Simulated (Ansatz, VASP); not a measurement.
# Al47ZnO72 in two plane-wave programs

Aim: how closely do two programs agree when they are given the same cell, functional and k mesh? Of the first pair: The cell is taken from a series of runs on this material, whose earlier steps may have relaxed, scaled, displaced or heated it; both programs get it as it stands.

Method: plane waves, with VASP 6.6.1 beside it; PBE, in Ansatz 0.2.0.

## Step 1: Set-up

The cell holds 120 atoms: 47 Al, 72 O and 1 Zn. Its edges and angles: a = 9.617 Å, b = 9.617 Å, c = 13.125 Å, α = 90.0°, β = 90.0°, γ = 120.0°. It derives from Al2O3 (Al2O3 (R-3c)). Nearest the centre at fractional (0.320, 0.486, 0.417): O55 at 0.16 Å, Zn120 at 1.80 Å, Al21 at 1.89 Å, Al2 at 1.98 Å, Al5 at 1.99 Å, O58 at 2.55 Å, O48 at 2.59 Å, O70 at 2.69 Å. The cell carries charge −1.

## Step 2: VASP: single point, PBE, pair 1

With cell and atoms fixed, the geometry can't cause a difference; cores, projectors, grids and the points listed under the comparison can.

Lines of VASP's logs that name or quote its potential files are left out, and so is its time.

File INCAR:

```
SYSTEM = Al47ZnO72
PREC = Accurate
ENCUT = 520
EDIFF = 1E-06
NELM = 120
ISMEAR = -1
SIGMA = 0.01
LREAL = Auto
ALGO = Normal
GGA = PE
NELECT = 586
NBANDS = 384
LORBIT = 11
LWAVE = .FALSE.
LCHARG = .FALSE.
ISIF = 2
LASPH = .TRUE.
GGA_COMPAT = .FALSE.
EFERMI = MIDGAP
NCORE = 4
```

File POSCAR:

```
Al47ZnO72
1.0
    9.6171201352      0.0000000000      0.0000000000
   -4.8085600676      8.3286703483      0.0000000000
    0.0000000000      0.0000000000     13.1248717635
Al O Zn
47 72 1
Direct
    0.0008333333      0.0008300000      0.6489100000
    0.1699833333      0.3350866667      0.3142866667
[... 2 atom lines left out ...]
    0.1649900000      0.3343066667      0.5187700000
    0.3324566667      0.1661566667      0.1852500000
[... 2 atom lines left out ...]
    0.3321600000      0.1641933333      0.4815600000
    0.9994766667      0.0006833333      0.3524366667
[... 2 atom lines left out ...]
    0.9986000000      0.4995833333      0.6489100000
    0.1664266667      0.8330033333      0.3148300000
[... 2 atom lines left out ...]
    0.1664266667      0.8330033333      0.5187600000
    0.3335500000      0.6669733333      0.1852500000
[... 2 atom lines left out ...]
    0.3318833333      0.6672700000      0.4815600000
    0.9987466667      0.4983733333      0.3524366667
[... 1 atom line left out ...]
    0.3319766667      0.6652666667      0.6857100000
[... 1 atom line left out ...]
    0.6643433333      0.3344766667      0.3142866667
[... 2 atom lines left out ...]
    0.6651233333      0.3302633333      0.5187700000
[... 3 atom lines left out ...]
    0.8330933333      0.1663366667      0.4811200000
    0.5010566667      0.9999533333      0.3524366667
[... 2 atom lines left out ...]
    0.4997600000      0.4996700000      0.6475600000
    0.6649533333      0.8294466667      0.3142866667
[... 2 atom lines left out ...]
    0.6691666667      0.8344400000      0.5187700000
[... 1 atom line left out ...]
    0.4997600000      0.4996700000      0.1547500000
[... 1 atom line left out ...]
    0.8352366667      0.6675466667      0.4815600000
[... 2 atom lines left out ...]
    0.0089833333      0.3313666667      0.4172266667
[... 3 atom lines left out ...]
    0.1802700000      0.0130466667      0.5841200000
    0.3388833333      0.3412100000      0.2442000000
[... 1 atom line left out ...]
    0.3033300000      0.4845233333      0.4200533333
[... 2 atom lines left out ...]
    0.1670666667      0.1800200000      0.4169600000
[... 1 atom line left out ...]
    0.9998766667      0.1530466667      0.2501033333
[... 1 atom line left out ...]
    0.3332300000      0.3195033333      0.5833800000
[... 5 atom lines left out ...]
    0.3465266667      0.4994100000      0.7504000000
[... 1 atom line left out ...]
    0.1781333333      0.5134166667      0.5863000000
    0.3461533333      0.8467366667      0.2499600000
[... 4 atom lines left out ...]
    0.1645433333      0.6798900000      0.4174600000
    0.3334000000      0.5140766667      0.0825300000
[... 2 atom lines left out ...]
    0.3326266667      0.8191600000      0.5841200000
    0.1522300000      0.5000533333      0.2497300000
[... 1 atom line left out ...]
    0.4861233333      0.6662000000      0.5833800000
    0.5149066667      0.3183866667      0.4200533333
[... 4 atom lines left out ...]
    0.8463833333      0.3464100000      0.2501033333
[... 11 atom lines left out ...]
    0.9867833333      0.1671900000      0.5846633333
    0.5128033333      0.8323633333      0.4169600000
[... 3 atom lines left out ...]
    0.6799266667      0.5133066667      0.5833800000
[... 5 atom lines left out ...]
    0.6810433333      0.6961000000      0.4200533333
[... 1 atom line left out ...]
    0.5021766667      0.6605466667      0.2442000000
[... 2 atom lines left out ...]
    0.6582200000      0.4972533333      0.2442000000
[... 2 atom lines left out ...]
    0.4997600000      0.4996700000      0.3662600000
```

File KPOINTS:

```
Automatic mesh
0
Gamma
1 1 1
0 0 0
```

Potentials, in the order of the species: Al, O and Zn (PBE family, release 64).

Run with:

```bash
mpirun -np 16 vasp_gam
```

Numbers of over 12 decimals in the logs are rounded to 6 here.

The log of the run:

```text
[banner, memory and clock lines left out]
running   16 mpi-ranks, on    1 nodes
[...]
LDA part: xc-table for (Slater+PW92), standard interpolation
 POSCAR, INCAR and KPOINTS ok, starting setup
[...]
entering main loop
       N       E                     dE             d eps       ncg     rms          rms(c)
DAV:   1     0.658548681438E+04    0.65855E+04   -0.33247E+05   768   0.158E+03
DAV:   2    -0.214059630606E+03   -0.67995E+04   -0.64219E+04  1024   0.407E+02
DAV:   3    -0.959573076821E+03   -0.74551E+03   -0.73753E+03   912   0.148E+02
DAV:   4    -0.980173581821E+03   -0.20601E+02   -0.20523E+02   928   0.271E+01
DAV:   5    -0.980471050938E+03   -0.29747E+00   -0.29702E+00   944   0.368E+00BRMIX: very serious problems
 the old and the new charge density differ
 old charge density:   585.00000 new  586.00000
    0.612E+01
DAV:   6    -0.881178785147E+03    0.99292E+02   -0.40411E+02  1000   0.352E+01    0.215E+01
DAV:   7    -0.882081141693E+03   -0.90236E+00   -0.14941E+01   896   0.573E+00    0.129E+01
DAV:   8    -0.882242998999E+03   -0.16186E+00   -0.15981E+00  1040   0.526E+00    0.352E+00
DAV:   9    -0.882289003276E+03   -0.46004E-01   -0.46999E-01  1136   0.567E+00    0.120E+00
[...]
DAV:  14    -0.882317980626E+03   -0.64799E-05   -0.30577E-04   904   0.324E-02    0.155E-02
DAV:  15    -0.882317982486E+03   -0.18601E-05   -0.29162E-05  1088   0.226E-02    0.793E-03
DAV:  16    -0.882317981957E+03    0.52902E-06   -0.54319E-06   936   0.111E-02
   1 F= -.88231798E+03 E0= -.88231798E+03  d E =0.000000E+00
```

From OUTCAR (step 2):

```text
  FREE ENERGIE OF THE ION-ELECTRON SYSTEM (eV)
  ---------------------------------------------------
  free  energy   TOTEN  =      -882.3179819574 eV

  energy  without entropy=     -882.3179819574  energy(sigma->0) =     -882.31798196
```

The cell is charged against a uniform background.

The run ends at a pressure of 2.76 GPa, with forces up to 0.063 eV/Å.

## Step 3: Ansatz: single point, PBE, pair 1

Ansatz runs on its default PAW (the set named soft_2) files.

The same cell, functional, mesh and smearing now go to Ansatz.

File input.yaml:

```yaml
crystal:
  checkpoint: "../qm1.semirelax.run"
  host: checkpoint
total_charge: -1
basis:
  ecutwfc: 420
  xc_grid: 2
hamiltonian:
  xc: pbe
kpoints:
  mp_grid: { grid: [1, 1, 1] }
scf:
  occupations: { method: fermi_dirac, width: 0.01 }
  max_iter: 60
output:
  forces: true
  charged_corrections:
    epsilon: [3.32, 3.32, 3.29]
    static_epsilon: [10.26, 10.26, 12.61]
    defect_position: [0.319748, 0.486415, 0.416667]
  eigenvalues: true
  eigenstates: { localisation: true }
checkpoint:
  read: "../qm1.semirelax.run"
  write: "../qm1.semi.run"
  compress: false
  write_wavefunctions: false
  write_every: 100000
```

Run with:

```bash
ansatz run input.yaml --threads 32 --pin off --max-ram 131891MiB --backend cuda --events-out ev --progress --plain --runs-dir out
```

The log of the run:

```text
Warning: the atoms were moved onto the symmetric positions of the space group found under crystal.symmetry.tolerance 1.0e-5 (fractional; no operation is sought that the atoms, as they stand in a round, miss by more than twice it, and no atom is moved by as much as it), and the run uses the moved positions. Before a round's move an operation carried an atom to 3.97e-5 Å from where it should land, the largest such dist
Warning: checkpoint.read: the run can stay near the saved state's solution: 20 site(s) moved relative to the saved geometry (max |Δs| = 2.287e-6 fractional); the SCF starts from the saved state under `checkpoint.density_extrapolation: transplant`, in force with no word given; its orbitals are not used off its sites. A run without `checkpoint.read` takes nothing of the state. A lower free energy from it at the same po
crystal.checkpoint: the structure is that of <dir>, a `relax` run, at its step 4: its result, under pbe at a charge of -1 e; 120 atoms read, 0 with a starting moment; crystal.structure_sha256 for this input is
Engine: ansatz 0.2.0, aarch64-unknown-linux-gnu
Pseudopotentials: kind: paw
Pseudopotential: Al, paw, valence charge 3, recommended cutoff 420 eV (normal), Al.paw.azcp
Pseudopotential: O, paw, valence charge 6, recommended cutoff 420 eV (normal), O.paw.azcp
Pseudopotential: Zn, paw, valence charge 12, recommended cutoff 420 eV (normal), Zn.paw.azcp
Functional definition: PBE
  parameter kappa = 0.804
  parameter beta = 0.066725
  exchange = pbe_x(kappa = kappa, mu = beta*pi^2/3)
  correlation = pbe_c(beta = beta)
device memory: the entry about to start is reckoned to put 4.0 GiB on a device that reports 182.5 GiB free
GPU FFT provider: cuFFT
GPU libraries: cuBLAS 13.8.1, cuFFT 12.4.0, cuSOLVER 12.3.2
GPU matrix products: emulated (plane waves: as basis.precision tells), large ones in fixed point in workspaces of 1.00 GiB
Crystal: 120 atoms, lattice volume = 1051.274 Å³
Basis set: ecut = 420 eV, 20497 PW (Γ), exchange–correlation on 144×144×180 points (8 copies of the dense FFT grid, shifted against one another)
Bands: 413, of which v1, the nominal top of the filled ones, is band 293 counted from 1 (292 counted from 0)
Symmetry: 3 space group operations
Space group: P3 (ITA 143), of the structure as read, at distance tolerance 1.0e-4 Å
k-points: 1
Non-local potential: Al, projectors of the file, l = 0: 2, l = 1: 2, l = 2: 1
Non-local potential: O, projectors of the file, l = 0: 2, l = 1: 2, l = 2: 1
Non-local potential: Zn, projectors of the file, l = 0: 2, l = 1: 2, l = 2: 3, l = 3: 1
PAW form: soft (Blöchl's): semilocal exchange-correlation on the pseudo side does not see the compensation charge
PAW one-centre angular grid: Al, 110 points (default); XC on 64 Gauss nodes
PAW one-centre angular grid: O, 110 points (default); XC on 64 Gauss nodes
PAW one-centre angular grid: Zn, 590 points (default); XC on 64 Gauss nodes
Initial density: read from a saved state, or passed on in memory by an earlier SCF of this step, an earlier step, the calling program or the single point that the run made first, carried with its atoms to this geometry
Initial wavefunctions: pseudopotential atomic-orbital guess
GPU buffer pool allocated for 466560 grid points (all kernels)
GPU transforms: local potential and band sums: pruned to the plane-wave sphere, on 72×72×90
Functional: x = pbe(κ = 0.804, μ = 0.219515), c = pbe(β = 0.066725)
iter 1 solved again at ethr=3.29e-8 eV; its pass at ethr=3.10e-3 eV (dr2=1.93e-4 eV) is discarded
SCF iter   1: F=—  HF=-69602.365366 eV  |Δ(HF+E_count)|=         —  Δρ=2.52e-6  dr2=4.41e-8  Hψ=4494
preconditioner: auto → Resta (q_TF=auto, 2.475 Å⁻¹)  ε∞=3.6  [insulator: Δε(μ)=5.229 eV  Ē_g=17.176 eV  σ=0.010 eV  W_gap=1.00  n_scr=286 (ndim 8)  ℏωp=27.7 eV  f_vac=0.000  D(μ)=0.00/eV (n_scr^D=0)  ε∞_Penn≈3.6]
SCF iter   2: F=—  HF=-69602.367270 eV  |Δ(HF+E_count)|=   1.90e-3  Δρ=1.73e-6  dr2=2.22e-8  Hψ=2401
SCF iter   3: F=-69602.367270 eV  HF=-69602.367270 eV  |Δ(HF+E_count)|=   1.35e-9  Δρ=9.27e-7  dr2=7.59e-9  Hψ=892
SCF 1 converged in 3 iterations: F = -69602.367270 eV  dr2 = 7.59e-9
  greatest PAW one-centre occupation: 0.992 electrons in one spin orbital (limit 2), on the Zn atom at site 99 (counted from 0), in its partial waves of l = 2
SCF converged after 3 iterations
Free energy (F): -69602.367270 eV
Harris-Foulkes:  -69602.367270 eV  (|F-HF|=7.42e-10)
Internal energy: -69602.367270 eV  (E = F + TS)
E sigma→0 (E₀):  -69602.367270 eV
Fermi energy:    10.622426 eV
--- Per-component energies (eV) ---
  E_band       = 709.708055
  E_kinetic    = 14268.868841
  E_local      = -26129.077446  (includes V_loc(G=0)·N_el)
  E_nonlocal   = 4498.655440
  E_hartree    = 9824.180812
  E_xc         = -7453.587048
  E_vxc        = -8378.958899  (∫ρ·V_xc dr)
  E_paw        = -35222.270572  (= ΣΔE_a)
  E_vpaw       = -3198.327643  (= ΣTr[D̂ρ^β])
  E_aug_tail   = 0.181639  (compensation charges beyond the density's cutoff)
  E_ewald      = -29389.318936
  E_smearing   = -0.000000  (= −TS)
  E_closure    = -0.000000  (closes the sum)
  E_deformation_potential = -18.147188  (in the stress; not in F)
  Σ components = -69602.367270   (vs F -69602.367270, Δ=0.00e0)
--- Forces (eV/Å), atoms counted from 1 ---
  atom   1  Al    -0.00084133     0.00035518     0.00266373
  atom   2  Al    -0.00267338    -0.00176254    -0.00083044
  atom   3  Al    -0.00087989    -0.00017672    -0.00552026
  atom   4  Al    -0.00023651     0.00043510    -0.00242240
  atom   5  Al    -0.00076175     0.00041468     0.00752218
  atom   6  Al    -0.00022531    -0.00590998    -0.00927362
  [... 114 more lines of this table ...]
  max |Σ_I F_I| component: 5.14e-5 eV/Å
--- Charged-cell corrections in eV (Makov–Payne, q = -1.000 e, ε = [3.320, 3.320, 3.290] of the electrons, [10.260, 10.260, 12.610] with the ions) ---
  F (periodic)     = -69602.367270  (uncorrected; the corrections below are reported, never added to it)
  E_corr1          = +0.578785  (monopole, q²α_M/2ε̄L, of the cell on which ε is isotropic)
  F Makov-Payne    = n/a  (the rows are of the electrons' constant alone; ansatz place-levels tells what screens the charge)
  no potential alignment in this run, which stands beside a crystal: run the host's input off ansatz write-host-input, and read the two finished runs by ansatz place-levels (neither reads a slab, a wire or a sheet, whose cell leaves a vacuum)
--- Band table (eV) ---
  k-point 0: bands = ["-11.6186", "-11.1717", "-11.1305", "-10.6551", "-10.6535", "-10.6535", "-10.6143", "-10.6143", "-10.6119", "-10.4852", "-10.4852", "-10.4345", "-10.2709", "-10.2709", "-10.2695"
```

## Step 4: Side by side

Known differences besides the potentials themselves: the cutoff is 420 eV in Ansatz and 520 eV in VASP (PREC = Accurate, projectors in real space). Total energies have different zeros and are not compared.

Both answers:

```csv
quantity,Ansatz,VASP,difference
gap on the k mesh (eV),5.229,5.210,+0.019
```

The largest component of a force difference here is 65 meV/Å. A gap on the mesh is an upper bound, since the band edges may lie between its points. The cell carries a charge of -1 e against a uniform background, so its pressure also hangs on how the neutralising background is counted, and in a defect's cell a gap may be the spacing between its levels.

## Step 5: Ansatz: relaxation, PBE

This run makes the geometry at which the two programs are then compared.

The structure compared here is the end of the Ansatz relaxation.

input.yaml, the sections that differ from step 3:

```yaml
crystal:
  checkpoint: "../qm1.hrelax.run"
  host: checkpoint
output:
  forces: true
  charged_corrections:
    epsilon: [3.32, 3.32, 3.29]
    static_epsilon: [10.26, 10.26, 12.61]
    defect_position: [0.319748, 0.486415, 0.416667]
relax:
  f_tol: 0.02
  max_steps: 60
  escape_saddle: false
checkpoint:
  read: "../qm1.hrelax.run"
  write: "../qm1.semirelax.run"
  compress: false
  write_wavefunctions: true
  write_every: 100000
# total_charge, basis, hamiltonian, kpoints, scf: as in step 3
```

The log of the run:

```text
Warning: checkpoint.read: hamiltonian.xc differs: saved pbe0, current pbe; the SCF iterates under this deck's functional from the saved state
[...]
Crystal: 120 atoms, lattice volume = 1051.274 Å³
Basis set: ecut = 420 eV, 20497 PW (Γ), exchange–correlation on 144×144×180 points (8 copies of the dense FFT grid, shifted against one another)
[...]
F+E_penalty+E_count = -69602.36726964 eV   max|allowed force component| = 1.165e-2 eV/Å
  atoms:
    - { symbol: Al, position: [0.000828678, 0.000824431, 0.648907] }
    - { symbol: Al, position: [0.169982, 0.335080, 0.314284] }
    - { symbol: Al, position: [0.333333, 0.166878, 0.981893] }
    - { symbol: Al, position: [-6.373129908057189e-5, -0.000271952, 0.852907] }
    - { symbol: Al, position: [0.164985, 0.334300, 0.518767] }
    - { symbol: Al, position: [0.332457, 0.166154, 0.185254] }
  [... 114 more lines of this table ...]
[key lines of the parts left out:]
SCF converged after 6 iterations
Free energy (F): -69602.367270 eV
Fermi energy:    10.622427 eV
```

## Step 6: VASP: single point, PBE, pair 2

The same cell, functional, mesh and smearing now go to VASP, with its own data sets.

INCAR is that of step 2.

Edit POSCAR of step 2 so:

```diff
@@ -2,5 +2,5 @@
 1.0
-    9.6171201352      0.0000000000      0.0000000000
-   -4.8085600676      8.3286703483      0.0000000000
-    0.0000000000      0.0000000000     13.1248717635
+    9.6171201328     -0.0000000058      0.0000000000
+   -4.8085600614      8.3286703491      0.0000000000
+    0.0000000000      0.0000000000     13.1248717600
 Al O Zn
```

KPOINTS is that of step 2.

Run with:

```bash
mpirun -np 16 vasp_gam
```

The log of the run:

```text
[... set-up lines as in an earlier step ...]
 entering main loop
       N       E                     dE             d eps       ncg     rms          rms(c)
DAV:   1     0.658548681863E+04    0.65855E+04   -0.33247E+05   768   0.158E+03
DAV:   2    -0.214059630378E+03   -0.67995E+04   -0.64219E+04  1024   0.407E+02
DAV:   3    -0.959573076828E+03   -0.74551E+03   -0.73753E+03   912   0.148E+02
DAV:   4    -0.980173581833E+03   -0.20601E+02   -0.20523E+02   928   0.271E+01
DAV:   5    -0.980471050950E+03   -0.29747E+00   -0.29702E+00   944   0.368E+00BRMIX: very serious problems
 the old and the new charge density differ
 old charge density:   585.00000 new  586.00000
    0.612E+01
DAV:   6    -0.881178785133E+03    0.99292E+02   -0.40411E+02  1000   0.352E+01    0.215E+01
DAV:   7    -0.882081141678E+03   -0.90236E+00   -0.14941E+01   896   0.573E+00    0.129E+01
DAV:   8    -0.882242998985E+03   -0.16186E+00   -0.15981E+00  1040   0.526E+00    0.352E+00
DAV:   9    -0.882289003261E+03   -0.46004E-01   -0.46999E-01  1136   0.567E+00    0.120E+00
[...]
DAV:  14    -0.882317980611E+03   -0.64790E-05   -0.30577E-04   904   0.324E-02    0.155E-02
DAV:  15    -0.882317982472E+03   -0.18600E-05   -0.29162E-05  1088   0.226E-02    0.793E-03
DAV:  16    -0.882317981943E+03    0.52893E-06   -0.54317E-06   936   0.111E-02
   1 F= -.88231798E+03 E0= -.88231798E+03  d E =0.000000E+00
```

From OUTCAR (step 6):

```text
  FREE ENERGIE OF THE ION-ELECTRON SYSTEM (eV)
  ---------------------------------------------------
  free  energy   TOTEN  =      -882.3179819426 eV

  energy  without entropy=     -882.3179819426  energy(sigma->0) =     -882.31798194
```

The run ends at a pressure of 2.76 GPa, with forces up to 0.063 eV/Å.

## Step 7: Comparison

Both answers:

```csv
quantity,Ansatz,VASP,difference
gap on the k mesh (eV),5.229,5.210,+0.019
```

A gap on the mesh is an upper bound, since the band edges may lie between its points. The cell carries a charge of -1 e against a uniform background, so its pressure also hangs on how the neutralising background is counted, and in a defect's cell a gap may be the spacing between its levels.

## Step 8: Ansatz: single point, PBE, pair 3

With cell and atoms fixed, the geometry can't cause a difference; cores, projectors, grids and the points listed under the comparison can.

The cell is taken from a series of runs on this material, whose earlier steps may have relaxed, scaled, displaced or heated it; both programs get it as it stands.

input.yaml, the sections that differ from step 5:

```yaml
crystal:
  checkpoint: "../q0_M1_trap.semirelax.run"
  host: checkpoint
magnetization:
  spin_polarized: true
  initial_magnetization: 1
  spin_locking: { lock_magnetization: hard }
output:
  forces: true
  charged_corrections:
    epsilon: [3.32, 3.32, 3.29]
    static_epsilon: [10.26, 10.26, 12.61]
    defect_position: [0.319748, 0.486415, 0.416667]
  eigenvalues: true
  eigenstates: { localisation: true }
  efg: {}
checkpoint:
  read: "../q0_M1_trap.semirelax.run"
  write: "../q0_M1_trap.semi.run"
  compress: false
  write_wavefunctions: false
  write_every: 100000
# basis, hamiltonian, kpoints, scf: as in step 5
# total_charge: removed
# relax: removed
```

Run with:

```bash
ansatz run input.yaml --threads 32 --pin off --max-ram 131891MiB --backend cuda --events-out ev --progress --plain --runs-dir out
```

The log of the run:

```text
[...]
GPU FFT provider: cuFFT
GPU libraries: cuBLAS 13.8.1, cuFFT 12.4.0, cuSOLVER 12.3.2
[...]
Crystal: 120 atoms, lattice volume = 1051.274 Å³
Basis set: ecut = 420 eV, 20497 PW (Γ), exchange–correlation on 144×144×180 points (8 copies of the dense FFT grid, shifted against one another)
[...]
electrostatic potential = -1230.955191 V   contact ρ = 10078.380472 e/Å³   contact ρ_s (e/Å³): all electrons -0.001608, valence -0.001631
  atom   2  Al V_zz =    +0.440834   η = 0.6731   by run symmetry: allowed
[...]
atom   3  Al V_zz =    +0.622801   η = 0.2294   by run symmetry: allowed
[...]
--- Band table (eV) ---
[...]
[key lines of the parts left out:]
SCF converged after 3 iterations
Magnetization: 1.0000 μB (293.0000 up, 292.0000 down)
Free energy (F): -69610.262576 eV
Fermi energy:    7.769399 (↑ 10.387168, ↓ 7.769399) eV
```

(Continued in part 2 of 2.)

[Lines on the potential files, build, host, timing and source positions are cut from VASP's logs without a mark.]

[Logs are printed without paths, hosts, clocks, repeated set-up lines and the standing remarks that a program may print on its own settings, such as how far it seeks lower states.]

[Hosts, paths, dates, database ids (printed as entryN), source tags and the programs' standing remarks are cut or masked in the printed files.]
